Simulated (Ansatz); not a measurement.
The system is HfN.

```
Hf N
1.0
     2.82503    0.00000    0.00000
     0.00000    2.82503    0.00000
     0.00000    0.00000    2.82503
Hf N
1 1
Cartesian
  1.4125 1.4125 1.4125
  0.0000 0.0000 0.0000
```

The cell was built by a generator and needn't be a form met in nature.

Base run:

```yaml
Program: Ansatz 0.2.0
Functional: r2SCAN
Potentials_or_basis: Ansatz PAW
Cutoff: "500 eV (not typed: the program's choice for these potentials)"
k_mesh: 9 × 9 × 9
Occupations: fermi-dirac, width 0.05 eV
Spin: no spin polarisation
Hubbard_terms: Hf d U = 8 eV
```

Its results: band gap on the k mesh none (metal or under the smearing width); pressure 9.5 GPa.

Q: The run is repeated on the same cell with these changes: hubbard terms from Hf d U = 8 eV to Hf d U = 3 eV. What comes out?

A: Band gap on the k mesh none (metal or under the smearing width); pressure -0.4 GPa.

Caveats: U without spin polarisation on a metal has little footing; the PAW data sets come from PBE, with cores solved anew for the run's functional, which leaves a small shift of forces and pressure; the density of states is complete only up to the lowest level of the last band computed.
